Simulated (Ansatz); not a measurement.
Computed with Ansatz, DFT PBE, scalar-relativistic, plane waves, PAW. All cells share a 420 eV cutoff and Γ-centred k meshes spaced at most about 0.3 Å⁻¹ (about 0.25 or finer for metals, 2π included). Spin is collinear.

These are static total energies at zero pressure. Both are relaxed sheets, periodic along a and b.

Two forms of Ni were relaxed alike.

A. (parallel moments up to 0.8 μB)

```
Ni
1.0
     2.35084    0.00000    0.00000
    -1.17542    2.03588    0.00000
     0.00000    0.00000   23.80000
Ni
1
Direct
  0.00000 0.00000 0.29412
```

B. (parallel moments up to 0.9 μB)

```
Ni
1.0
     2.25909    0.00000    0.00000
     0.00000    2.25909    0.00000
     0.00000    0.00000   23.80000
Ni
1
Cartesian
  0.0000 0.0000 7.0000
```

Question: Which would you expect to be lower, and how large is the difference?

Answer: A is lower, by 0.36 eV/atom. A has layer group p6/mmm (No. 80), 4.8 Å²/atom and no gap on its mesh; B has layer group p4/mmm (No. 61), 5.1 Å²/atom and no gap. Counting all near atoms (those within 1.25 times the shortest distance at each site), A has Ni 6 and B has Ni 4. Both come from invented guesses.

The magnetic state reached may not be the lowest. Cells relaxed within their symmetry can be saddle points. Some types were kept out of the candidates beforehand, so the set may lack a known form.

The close-packed hexagonal sheet lies 0.36 eV/atom below the square one, as expected for a metal whose bonding is delocalised and largely non-directional. Each Ni atom gains two nearest neighbours, and the extra d-d and s-d overlap outweighs the weakening of each individual bond. The distances show this trade-off: the contacts lengthen from 2.25909 Å in the square sheet to 2.35084 Å in the hexagonal one, yet the latter still packs more atoms into a given area. Both contacts are shorter than in bulk fcc Ni, where the bonding is shared among more neighbours.

Both sheets keep parallel moments, in line with the narrow, partly filled d band of ferromagnetic Ni. Lower coordination generally narrows that band and favours larger moments, but the shorter contacts in the square sheet work the other way, so the small difference in moment probably plays only a minor part in the energy ordering. The preference for A concerns two free-standing flat layers and doesn't carry over to Ni on a substrate, where epitaxial registry could favour the square net.
